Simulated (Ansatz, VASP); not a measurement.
**BN: VASP beside Ansatz**

```xyz
4
Lattice="2.5009 0.0000 0.0000 -1.2505 2.1659 0.0000 0.0000 0.0000 6.8722" Properties=species:S:1:pos:R:3 pbc="T T T"
B     0.0000    1.4439    1.7180
B     1.2505    0.7220    5.1541
N     0.0000    1.4439    5.1541
N     1.2505    0.7220    1.7180
```

Alike in both runs: functional r2SCAN; k mesh 14 × 14 × 6; occupations fermi-dirac, width 0.08 eV; no spin polarisation.

Ansatz relaxed the structure, and its values are those at the end. VASP's run is a single point on that final structure, the one shown.

|  | VASP | Ansatz |
| --- | --- | --- |
| version | VASP 6.6.1 | Ansatz 0.2.0 |
| potentials or method | VASP PAW PBE potentials, release 64 (B, N) | PAW with Ansatz's default frozen-core files, scalar-relativistic |
| plane-wave cutoff (eV) | 520 | 500 |
| valence electrons in the cell | 16 | 16 |

|  | VASP | Ansatz | Ansatz less VASP |
| --- | --- | --- | --- |
| gap on the k mesh at the Fermi level (eV) | 4.90 | 4.86 | -0.039 |
| pressure (GPa) | 0.4 | 0.0 | -0.38 |

The functional is the same, so the differences come from potentials, cutoffs and numerics.

Caveats: the PAW data sets were made with another functional, which shifts forces and pressure a little (VASP). A k mesh can miss the band edges.
